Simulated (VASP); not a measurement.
Write the native input for VASP 6.6.1 that does the following.

```
Task                   : single point
Functional             : PBE
Potentials or basis    : VASP PAW PBE potentials, release 64 (P)
Cutoff                 : 450 eV
k mesh                 : 10 × 10 × 7
Occupations            : gaussian, width 0.02 eV
Spin                   : no spin polarisation
Further INCAR settings : ALGO = Fast; EDIFF = 1e-06; NBANDS = 18
```

The structure of P lies in POSCAR:

```
P                                       
1.0
    1.6588370446     -5.0988726779     -0.0000000000
    1.6588370446      5.0988726779      0.0000000000
    0.0000000000     -0.0000000000      4.1712965232
  P             
     4
Direct
     0.1060452640824326    0.8939547359175675    0.0726360135275234
     0.6060452640824325    0.3939547359175674    0.4273639864724766
     0.8939547359175675    0.1060452640824326    0.9273639864724765
     0.3939547359175674    0.6060452640824325    0.5726360135275235
```

One way to write it, as run:

INCAR

```
ALGO = Fast
EDIFF = 1E-6
ENCUT = 450
GGA = PE
ISIF = 2
ISMEAR = 0
KPAR = 4
LASPH = True
LCHARG = False
LREAL = False
LWAVE = False
NBANDS = 18
NELM = 120
PREC = Accurate
SIGMA = 0.02
```

KPOINTS

```
k-points
0
Gamma
  10 10 7
```

Potentials or basis: VASP PAW PBE potentials, release 64 (P).

Launch:

```sh
$ cat potpaw_PBE.64/P/POTCAR > POTCAR
$ mpirun -np 4 vasp_std > vasp.out
```

Results of the run:

```json
{
  "Pressure": "3.7 GPa",
  "Largest force": "0.008 eV/Å",
  "Band gap on the k mesh": "none (metal or under the smearing width)"
}
```

Run time: 23 s on 4 MPI ranks on Intel(R) Xeon(R) Platinum 8488C (Sapphire Rapids) (shared host), peak memory 0.24 GiB a rank.
